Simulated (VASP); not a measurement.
# From VASP inputs to Ansatz: MgTe (zincblende)

INCAR, step 1 (PBE orbitals to start from)

```
LWAVE = .TRUE.
ENCUT = 520
SIGMA = 0.01
PREC = Accurate
LREAL = .FALSE.
NBANDS = 11
NELM = 120
GGA = PE
LCHARG = .FALSE.
LASPH = .TRUE.
ISMEAR = 0
EDIFF = 1E-5
```

INCAR, step 2

```
NELM = 120
NSW = 0
ISTART = 1
LASPH = .TRUE.
SIGMA = 0.01
PRECFOCK = Fast
LREAL = .FALSE.
ALGO = Normal
ENCUT = 520
PREC = Accurate
LCHARG = .FALSE.
GGA = PE
NBANDS = 11
IBRION = -1
LHFCALC = .TRUE.
ISMEAR = 0
AEXX = 0.25
EDIFF = 1E-7
ISIF = 2
LWAVE = .FALSE.
HFSCREEN = 0.2079
```

KPOINTS

```
KPOINTS created by Atomic Simulation Environment
0
Gamma
6 6 6
0 0 0
```

KPOINTS_OPT

```
special points
6
Reciprocal
0.0000000000 0.0000000000 0.0000000000 1
0.5000000000 0.0000000000 0.5000000000 1
0.5000000000 0.2500000000 0.7500000000 1
0.3750000000 0.3750000000 0.7500000000 1
0.5000000000 0.5000000000 0.5000000000 1
0.6250000000 0.2500000000 0.6250000000 1
```

POSCAR

```
Mg Te
 1.0000000000000000
     0.0000000000000000    3.2331115457375992    3.2331115457375992
     3.2331115457375992    0.0000000000000000    3.2331115457375992
     3.2331115457375992    3.2331115457375992    0.0000000000000000
 Mg  Te
   1   1
Cartesian
  0.0000000000000000 -0.0000000000000000 -0.0000000000000000
  1.6165557728687996  1.6165557728687996  1.6165557728687996
```

VASP ran with the recommended PBE PAW datasets (8 valence electrons in the cell).

Question: Translate these files to an Ansatz input.

Answer: 

```yaml
crystal:
  lattice:
    - [0.0, 3.2331115457, 3.2331115457]
    - [3.2331115457, 0.0, 3.2331115457]
    - [3.2331115457, 3.2331115457, 0.0]
  atoms:
    - { symbol: Mg, position: [0.0, 0.0, 0.0] }
    - { symbol: Te, position: [0.25, 0.25, 0.25] }
kpoints:
  mp_grid: { grid: [6, 6, 6] }
  band_path:
    path:
      - [0.0, 0.0, 0.0]
      - [0.5, 0.0, 0.5]
      - [0.5, 0.25, 0.75]
      - [0.375, 0.375, 0.75]
      - [0.5, 0.5, 0.5]
      - [0.625, 0.25, 0.625]
    npoints: 1
hamiltonian:
  xc: hse06
scf:
  occupations: { method: fixed }
  n_extra_bands: 4
output:
  forces: true
  stress: true
  eigenvalues: true
```

Other inputs would serve too.

|  | VASP | Ansatz |
| --- | --- | --- |
| gap between bands v and c | 3.16 eV | 3.27 eV |
| least direct gap | 3.16 eV | 3.27 eV |
| pressure | -0.2 GPa | 0.0 GPa |

Datasets and cutoffs are each program's own. VASP's cell holds 8 valence electrons and Ansatz's 26. Ansatz's stress includes a Pulay correction; VASP's doesn't.
